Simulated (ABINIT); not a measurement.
Here is an ABINIT 10.8.3 (patched build) calculation.

The input run.abi:

```
# Datasets: ground state, then fixed potential
ndtset 2

# Pseudopotentials
pp_dirpath "./"
pseudos "Zr.GGA_PBE-JTH.xml, S.GGA_PBE-JTH.xml"

# Structure
acell 3.6913825498 3.6913825498 6.04107701 Angstrom
rprim
     1.0000000000     0.0000000000     0.0000000000
    -0.5000000000     0.8660254038     0.0000000000
     0.0000000000     0.0000000000     1.0000000000
ntypat 2
znucl 40 16
natom 3
typat 1 2 2
xcart
     0.0000000000     0.0000000000     0.0000000000
    -0.0000000002     2.1312207089     1.4372324502
     1.8456912751     1.0656103543     4.6038445598 Angstrom

# Plane-wave basis
ecut 20.0
pawecutdg 40.0

# Exchange and correlation
ixc 23

# Bands and occupations
occopt 3
tsmear 0.05 eV

# SCF cycle
nstep 100

# Output
iomode 3
prtwf 0
prteig 0
prtebands 0
prtden1 1

# Dataset 1
kptopt1 1
ngkpt1 8 8 5
nshiftk1 1
shiftk1 0.0 0.0 0.0
nband1 16
tolvrs1 1.0e-9

# Dataset 2: bands along G-M-K-G-A-L-H-A
iscf2 -2
getden2 1
nband2 20
nbdbuf2 2
tolwfr2 1.0e-12
kptopt2 -7
ndivsm2 5
prteig2 1
prtvol2 -3
kptbounds2
     0.0000000000     0.0000000000     0.0000000000
     0.5000000000     0.0000000000     0.0000000000
     0.3333333333     0.3333333333     0.0000000000
     0.0000000000     0.0000000000     0.0000000000
     0.0000000000     0.0000000000     0.5000000000
     0.5000000000     0.0000000000     0.5000000000
     0.3333333333     0.3333333333     0.5000000000
     0.0000000000     0.0000000000     0.5000000000
```

Potentials or basis: JTH PAW PBE v2.0.

Run with:

```sh
$ abinit run.abi > log 2>&1
```

Question: Predict the largest force.

Answer: 0.143 eV/Å.

Question: Estimate the band gap along the path.

Answer: 0.96 eV, indirect (least direct gap 1.59 eV).

Stress tensor (GPa, compression positive):
```
-2.95  0.00  0.00
 0.00 -2.95  0.00
 0.00  0.00 -1.29
```

Caveat: the PAW data sets were made with another functional, which shifts forces and pressure a little; this functional lacks dispersion, which binds the layers, so the pressure and a relaxed spacing across them are unreliable.

**Measured values to compare with.**

“Stress-Tuned Optical Transitions in Layered 1T-MX2 (M= Hf, Zr, Sn; X= S, Se) Crystals”, 2022, arxiv:2210.12074 quotes, for a bulk crystal of ZrS2: band gap 1.68 eV (indirect).

Measured gap of ZrS2: 1.68 eV (indirect; quoted in “Stress-Tuned Optical Transitions in Layered 1T-MX2 (M= Hf, Zr, Sn; X= S, Se) Crystals”, 2022, arxiv:2210.12074). This calculation gives 0.96 eV (-0.72 eV). Spin-orbit coupling on Zr is left out. The value is that of WC, without temperature or zero-point motion. Semilocal functionals fall short of measured gaps as a rule. The cell is a database's relaxed one, not the measured one, which moves gaps too.
